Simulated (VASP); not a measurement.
# BaF2 (Fm-3m) in VASP: a series of runs, part 2 of 2

VASP 6.6.1. The steps go on from the part before.

**4. Single point, PBEsol**

Contents of INCAR:

```
ALGO = Normal ; EDIFF = 1E-6
ENCUT = 520 ; GGA = PS
ISIF = 2 ; ISMEAR = 0
LASPH = T ; LCHARG = T
LELF = T ; LREAL = F
LVHAR = T ; LWAVE = F
NBANDS = 19 ; NELM = 80
PREC = Accurate ; SIGMA = 0.5
```

Contents of KPOINTS:

```
k-points
0
Gamma
  6 6 6
```

Contents of POSCAR:

```
BaF2
1.0
    0.0000000000      3.0878000000      3.0878000000
    3.0878000000      0.0000000000      3.0878000000
    3.0878000000      3.0878000000      0.0000000000
Ba F
1 2
Direct
    0.0000000000      0.0000000000      0.0000000000
    0.2500000000      0.2500000000      0.2500000000
    0.7500000000      0.7500000000      0.7500000000
```

Started as:

```sh
cat potpaw_PBE.64/Ba_sv/POTCAR potpaw_PBE.64/F/POTCAR > POTCAR
mpirun -np 1 vasp_std > vasp.out
```

Run time: 12 s. Hardware: 1 thread of Intel Xeon Platinum 8488C (Sapphire Rapids), shared host; peak memory 0.17 GiB.

The run converged. Its results:

- Free energy: -17.6416 eV
- Pressure: 0.1 GPa
- Band gap on the k mesh: 6.69 eV, indirect (least direct gap 6.76 eV)

Levels at points of the mesh, in eV from the valence-band top:
| k point | band 8 | band 9 | band 10 | band 11 | band 12 | band 13 | band 14 | band 15 | band 16 | band 17 |
| --- | --- | --- | --- | --- | --- | --- | --- | --- | --- | --- |
| (0.00, 0.00, 0.00) | -1.55 | -1.55 | -0.07 | -0.07 | -0.07 | 6.69 | 9.16 | 9.16 | 11.43 | 11.43 |
| (0.50, 0.00, 0.00) | -1.13 | -0.68 | -0.34 | -0.16 | -0.16 | 9.08 | 9.18 | 9.18 | 9.74 | 11.62 |
| (0.50, 0.50, 0.00) | -0.37 | -0.37 | -0.31 | -0.31 | -0.13 | 7.21 | 8.97 | 10.72 | 12.01 | 12.01 |

Caveat: the PAW data sets were made with another functional, which shifts forces and pressure a little; spin-orbit coupling is left out, which moves the levels of the heavy elements.

**5. Single point, PBEsol**

Contents of INCAR:

```
ALGO = Normal ; EDIFF = 1E-6
ENCUT = 900 ; GGA = PS
ISIF = 2 ; ISMEAR = 0
LASPH = T ; LCHARG = T
LELF = T ; LREAL = F
LVHAR = T ; LWAVE = F
NBANDS = 19 ; NELM = 80
PREC = Accurate ; SIGMA = 0.02
```

KPOINTS is that of step 4.

POSCAR is that of step 4.

Potentials or basis: VASP PAW PBE potentials, release 64 (Ba_sv, F_h).

Started as:

```sh
cat potpaw_PBE.64/Ba_sv/POTCAR potpaw_PBE.64/F_h/POTCAR > POTCAR
mpirun -np 1 vasp_std > vasp.out
```

OUTCAR:

```text
EDIFF = 1E-6
   ENCUT = 900
   GGA = PS
   ISIF = 2
   ISMEAR = 0
   LASPH = T
   LREAL = F
   NELM = 80
   PREC = Accurate

 ion  position               nearest neighbor table
   1  0.000  0.000  0.000-   3 2.67   3 2.67   3 2.67   2 2.67   3 2.67   2 2.67   2 2.67   2 2.67

   2  0.250  0.250  0.250-   1 2.67   1 2.67   1 2.67   1 2.67
   3  0.750  0.750  0.750-   1 2.67   1 2.67   1 2.67   1 2.67

  LATTYP: Found a face centered cubic cell.
 ALAT       =     6.1756000000

  Lattice vectors:

 A1 = (   0.0000000000,   3.0878000000,   3.0878000000)
 A2 = (   3.0878000000,   0.0000000000,   3.0878000000)
 A3 = (   3.0878000000,   3.0878000000,   0.0000000000)

Analysis of symmetry for initial positions (statically):
=====================================================================
 Subroutine PRICEL returns:
 Original cell was already a primitive cell.

 Routine SETGRP: Setting up the symmetry group for a
 face centered cubic supercell.

 Subroutine GETGRP returns: Found 48 space group operations
 (whereof 48 operations were pure point group operations)
 out of a pool of 48 trial point group operations.

The static configuration has the point symmetry O_h .

Analysis of symmetry for dynamics (positions and initial velocities):
=====================================================================
 Subroutine PRICEL returns:
 Original cell was already a primitive cell.

 Routine SETGRP: Setting up the symmetry group for a
 face centered cubic supercell.

 Subroutine GETGRP returns: Found 48 space group operations
 (whereof 48 operations were pure point group operations)
 out of a pool of 48 trial point group operations.

The dynamic configuration has the point symmetry O_h .

 Subroutine INISYM returns: Found 48 space group operations
 (whereof 48 operations are pure point group operations),
 and found     1 'primitive' translations
[... 104 lines left out ...]
   EFERMI_NEDOS =   21; number of points for ismear=-14 and -15
   IALGO  =     38    algorithm
   IMIX   =      4    mixing-type and parameters
     AMIX     =   0.40;   BMIX     =  1.00
     AMIX_MAG =   1.60;   BMIX_MAG =  1.00
  volume/ion in A,a.u.               =      19.63       132.45
  Fermi-wavevector in a.u.,A,eV,Ry     =   1.213816  2.293779 20.046124  1.473349
  Thomas-Fermi vector in A             =   2.349256
   LORBIT       =      0    0 simple, 1 ext, 2 COOP (PROOUT), +10 PAW based schemes
   GGA     = PS    functional components
   LHFCALC =     F    Hartree Fock is set to
   AEXX    =    0.0000 exact exchange contribution
   IVDW    =     0    specifies the selected vdW correction
   LEPSILON=     F    determine dielectric tensor
   LRPA    =     F    only Hartree local field effects (RPA)
 non-spin polarized calculation
 Gauss-broadening in eV      SIGMA  =   0.02
  energy-cutoff  :      900.00
  volume of cell :       58.88
 maximum number of plane-waves:      3695
 NGX is ok and might be reduce to    48
   NGX = 21   NGY = 21   NGZ = 21

 number of electron      24.0000001 magnetization

 Free energy of the ion-electron system (eV)
  ---------------------------------------------------
  ext. energy  EPLUGINS =         0.00000000
  ---------------------------------------------------
  free energy    TOTEN  =       -17.65385231 eV

  energy without entropy =      -17.65385231  energy(sigma->0) =      -17.65385231

 E-fermi :  -1.6635     XC(G=0):  -8.9686

 val. band max:       -1.8632823591   @ k =  -0.1667   0.1667   0.0000
 cond. band min:       4.8314685067   @ k =   0.0000   0.0000   0.0000
 fundamental gap:      6.6947508658
 Fermi energy:        -1.6634820766

 k-point     1 :       0.0000    0.0000    0.0000
  band No.  band energies     occupation
      1     -24.8940      2.00000
      2     -20.6752      2.00000
      3     -20.6169      2.00000
      4      -9.7061      2.00000
      5      -9.7061      2.00000
      6      -9.7061      2.00000
[... 329 lines left out ...]
      6      -9.6777      2.00000
[... 11 lines left out ...]
     18      12.6125      0.00000
     19      12.8313      0.00000

------------------------ aborting loop because EDIFF is reached ----------------------------------------

  FORCE on cell =-STRESS in cart. coord.  units (eV):
  Direction    XX          YY          ZZ          XY          YZ          ZX
  --------------------------------------------------------------------------------------
  -------------------------------------------------------------------------------------
  Total       -0.1273856     -0.1273856     -0.1273856      0.0000000      0.0000000     -0.0000000
  in kB       -3.4661974     -3.4661974     -3.4661974      0.0000000      0.0000000     -0.0000000
  external PRESSURE =      -3.4661974 kB  Pullay stress =       0.0000000 kB

 VOLUME and BASIS-vectors are now :
 -----------------------------------------------------------------------------
  energy-cutoff  :      900.00
  volume of cell :       58.88
      direct lattice vectors                 reciprocal lattice vectors
     0.000000000  3.087800000  3.087800000    -0.161927586  0.161927586  0.161927586
     3.087800000  0.000000000  3.087800000     0.161927586 -0.161927586  0.161927586
     3.087800000  3.087800000  0.000000000     0.161927586  0.161927586 -0.161927586

 POSITION                                       TOTAL-FORCE (eV/Angst)
 -----------------------------------------------------------------------------------
      0.00000      0.00000      0.00000         0.000000      0.000000     -0.000000
      1.54390      1.54390      1.54390        -0.000000      0.000000     -0.000000
      4.63170      4.63170      4.63170        -0.000000     -0.000000      0.000000
 -----------------------------------------------------------------------------------
    total drift:                               -0.000000     -0.000000      0.000000

  FREE ENERGIE OF THE ION-ELECTRON SYSTEM (eV)
  ---------------------------------------------------
  free  energy   TOTEN  =       -17.6538523096 eV

  energy  without entropy=      -17.6538523096  energy(sigma->0) =      -17.65385231
```

It took 41 s on 1 thread of Intel Xeon Platinum 8488C (Sapphire Rapids), shared host; peak memory 0.32 GiB.

Results:

- Free energy: -17.6539 eV
- Pressure: -0.3 GPa
- Band gap on the k mesh: 6.69 eV, indirect (least direct gap 6.77 eV)

Caveat: the cutoff is under 1.25 times the usual one of these potentials, so pressure, stress and relaxed cells hold a basis-set (Pulay) error; the PAW data sets were made with another functional, which shifts forces and pressure a little; spin-orbit coupling is left out, which moves the levels of the heavy elements. A k mesh can miss the band edges.

**6. Single point, r2SCAN**

Contents of INCAR:

```
ALGO = Normal ; EDIFF = 1E-6
ENCUT = 520 ; ISIF = 2
ISMEAR = 0 ; LASPH = T
LCHARG = T ; LELF = T
LMIXTAU = T ; LREAL = F
LVHAR = T ; LWAVE = F
METAGGA = R2SCAN ; NBANDS = 19
NELM = 80 ; PREC = Accurate
SIGMA = 0.02
```

KPOINTS is that of step 5.

POSCAR is that of step 5.

Potentials or basis: VASP PAW PBE potentials, release 64 (Ba_sv, F).

Started as:

```sh
cat potpaw_PBE.64/Ba_sv/POTCAR potpaw_PBE.64/F/POTCAR > POTCAR
mpirun -np 1 vasp_std > vasp.out
```

It took 45 s on 1 thread of Intel Xeon Platinum 8488C (Sapphire Rapids), shared host; peak memory 0.19 GiB.

The run converged. Its results:

- Free energy: -45.0543 eV
- Pressure: 1.6 GPa
- Band gap on the k mesh: 7.39 eV, indirect (least direct gap 7.47 eV)

Levels at points of the mesh, in eV from the valence-band top:
| k point | band 9 | band 10 | band 11 | band 12 | band 13 | band 14 | band 15 | band 16 |
| --- | --- | --- | --- | --- | --- | --- | --- | --- |
| (0.00, 0.00, 0.00) | -1.50 | -0.07 | -0.07 | -0.07 | 7.39 | 9.96 | 9.96 | 12.38 |
| (0.50, 0.00, 0.00) | -0.65 | -0.34 | -0.15 | -0.15 | 9.91 | 9.91 | 10.02 | 10.17 |
| (0.50, 0.50, 0.00) | -0.36 | -0.30 | -0.30 | -0.13 | 7.72 | 9.92 | 11.47 | 12.95 |

Caveat: the PAW data sets were made with another functional, which shifts forces and pressure a little; spin-orbit coupling is left out, which moves the levels of the heavy elements. r2SCAN opens gaps a little over a GGA but as a rule still falls short of measured ones.

**7. The runs side by side**

| level | potentials or basis | k mesh | cutoff (eV) | smearing | gap on the mesh (eV) | pressure (GPa) |
| --- | --- | --- | --- | --- | --- | --- |
| PBEsol | VASP PAW PBE potentials, release 64 (Ba_sv, F) | 6 × 6 × 6 | 700 | gaussian 0.02 eV | 6.69 | 0.0 |
| PBEsol | VASP PAW PBE potentials, release 64 (Ba_sv, F) | 10 × 10 × 10 | 520 | gaussian 0.02 eV | 6.67 | 0.1 |
| PBEsol | VASP PAW PBE potentials, release 64 (Ba_sv, F) | 6 × 6 × 6 | 520 | gaussian 0.5 eV | 6.69 | 0.1 |
| PBEsol | VASP PAW PBE potentials, release 64 (Ba_sv, F_h) | 6 × 6 × 6 | 900 | gaussian 0.02 eV | 6.69 | -0.3 |
| r2SCAN | VASP PAW PBE potentials, release 64 (Ba_sv, F) | 6 × 6 × 6 | 520 | gaussian 0.02 eV | 7.39 | 1.6 |

Alike in all rows: task single point; no spin polarisation; cell as given.

Caveats: the PAW data sets were made with another functional, which shifts forces and pressure a little; spin-orbit coupling is left out, which moves the levels of the heavy elements; the cutoff is under 1.25 times the usual one of these potentials, so pressure, stress and relaxed cells hold a basis-set (Pulay) error (some runs).

Total energies depend on the potentials used, so only differences within one code and one set of settings carry meaning.
